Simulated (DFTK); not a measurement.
Here is a DFTK 0.8.2 calculation.

The input run.jl:

```julia
using DFTK
using PseudoPotentialData
using Unitful, UnitfulAtomic
using LinearAlgebra, Printf
include("save.jl")
disable_threading()

# lattice vectors are the columns
lattice = austrip(1u"Å") * [           0.0          2.256          2.256;
                    2.256            0.0          2.256;
                    2.256          2.256            0.0]
symbols   = [:Hf, :N]
positions = [[0.0, 0.0, 0.0],
             [0.5, 0.5, 0.5]]
pseudopotentials = Dict(:Hf => "Hf.upf", :N => "N.upf")
elements = Dict(s => ElementPsp(s, pseudopotentials; rcut=10.0) for s in unique(symbols))
atoms    = [elements[s] for s in symbols]

build_model(lattice, positions; symmetries=true) =
    model_DFT(lattice, atoms, positions;
              functionals=[:mgga_x_tb09, :lda_c_pw],
              temperature=austrip(0.05u"eV"),
              smearing=Smearing.FermiDirac(),
              symmetries)
Ecut  = 45.0  # hartree
kgrid = [8, 8, 8]
tol   = 1e-6
to_GPa = ustrip(uconvert(u"GPa", 1u"hartree/bohr^3"))

model = build_model(lattice, positions)
basis = PlaneWaveBasis(model; Ecut, kgrid)
display(basis)
scfres = self_consistent_field(basis;
                               tol,
                               nbandsalg=AdaptiveBands(model; n_bands_converge=20))
display(scfres.energies)
@printf "Fermi level: %.6f eV\n" ustrip(auconvert(u"eV", something(scfres.εF, NaN)))
println("Levels at the first k-point (eV): ", round.(ustrip.(auconvert.(u"eV", scfres.eigenvalues[1][1:scfres.n_bands_converge])); digits=4))
save_scf!(scfres)

points = Dict("G" => [0.0, 0.0, 0.0], "K" => [0.375, 0.375, 0.75], "L" => [0.5, 0.5, 0.5], "U" => [0.625, 0.25, 0.625], "W" => [0.5, 0.25, 0.75], "X" => [0.5, 0.0, 0.5])
segments = [("G", "X", 7), ("X", "W", 4), ("W", "K", 3), ("K", "G", 7), ("G", "L", 6), ("L", "U", 4), ("U", "W", 3), ("W", "L", 5), ("L", "K", 4), ("U", "X", 3)]
kcoords = vcat([[points[a] + t * (points[b] - points[a]) for t in range(0, 1, n)] for (a, b, n) in segments]...)
bands = compute_bands(scfres, ExplicitKpoints(kcoords); n_bands=22, tol=1e-5)
for (k, ε) in zip(bands.basis.kpoints, bands.eigenvalues)
    @printf "%d %8.4f %8.4f %8.4f " k.spin k.coordinate...
    println(join([@sprintf("%9.4f", e) for e in ustrip.(auconvert.(u"eV", ε .- scfres.εF))]))
end
results["band_energies"] = rows(bands.eigenvalues); results["band_kpoints"] = rows(kcoords)
```

Potentials or basis: SG15 1.2 (PBE).

Command:

```bash
$ julia --threads=1 run.jl  # save.jl only writes the numbers to a file and isn't shown; printed stress counts tension as positive; times include loading and compiling
```

Task: Estimate the band gap on the k mesh.

Result: None (metal or under the smearing width).

Levels at the corners of the path, in eV from the Fermi level:
```
point  band 13  band 14  band 15  band 16  band 17  band 18  band 19  band 20
    Γ    -3.17    -3.17    -3.17    -0.42    -0.42    -0.42     1.95     1.95
    X    -5.53    -3.90    -3.84    -3.84     4.19     5.78     5.78     5.89
    W    -6.49    -5.63    -5.63     1.17     1.17     5.80     5.87     6.22
    K    -6.57    -5.67    -5.24    -0.88     4.06     4.63     6.34     6.92
    Γ    -3.17    -3.17    -3.17    -0.42    -0.42    -0.42     1.95     1.95
    L    -9.24    -6.60    -6.60     3.43     3.85     3.85     4.67     9.36
    U    -6.57    -5.67    -5.24    -0.88     4.06     4.63     6.34     6.92
    W    -6.49    -5.63    -5.63     1.17     1.17     5.80     5.87     6.22
    L    -9.24    -6.60    -6.60     3.43     3.85     3.85     4.67     9.36
    K    -6.57    -5.67    -5.24    -0.88     4.06     4.63     6.34     6.92
    U    -6.57    -5.67    -5.24    -0.88     4.06     4.63     6.34     6.92
    X    -5.53    -3.90    -3.84    -3.84     4.19     5.78     5.78     5.89
```

Caveat: the program leaves the constant c of mgga_x_tb09 at 1, so the potential is Becke-Johnson's (BJ06) and not Tran and Blaha's, with levels but no total energy; the potentials were made for another functional, which shifts forces and pressure; spin-orbit coupling is left out, which moves the levels of the heavy elements.
